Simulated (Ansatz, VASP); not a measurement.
# Ta2N: VASP beside Ansatz

```xyz
3
Lattice="3.0708 0.0000 0.0000 -1.5354 2.6594 0.0000 0.0000 0.0000 4.8040" Properties=species:S:1:pos:R:3 pbc="T T T"
Ta    0.0000    1.7729    1.2236
Ta    1.5354    0.8865    3.5804
N     0.0000    0.0000    0.0000
```

The cell comes from a database or a generator and needn't be the stable form of this composition.

Alike in both runs: task single point; functional LDA; k mesh 10 × 10 × 6; occupations fermi-dirac, width 0.05 eV; no spin polarisation.

```csv
,VASP,Ansatz
version,VASP 6.6.1,Ansatz 0.2.0
potentials or method,"VASP PAW LDA potentials, release 64 (Ta_pv, N)",Ansatz PAW
plane-wave cutoff (eV),520,420
valence electrons in the cell,27,31
```

|  | VASP | Ansatz | Ansatz less VASP |
| --- | --- | --- | --- |
| gap on the k mesh at the Fermi level (eV) | none | none | - |
| pressure (GPa) | -1.7 | -3.2 | -1.51 |
| largest component of the traceless stress (GPa) | 0.25 | 0.33 | +0.083 |
| rms of the force components (eV/Å) | 0.077 | 0.100 | +0.0228 |

Atom by atom the forces differ by 0.023 eV/Å (rms over components). A gap of «none» marks a metal or a gap that the smearing closes. The two sets of potentials don't hold the same shells in valence.

Caveats: the pressure holds a Pulay correction of +0.3 GPa for the finite cutoff (Ansatz); the PAW data sets come from PBE, with cores solved anew for the run's functional, which leaves a small shift of forces and pressure (Ansatz). Spin-orbit coupling is left out, which matters for the levels of Ta.
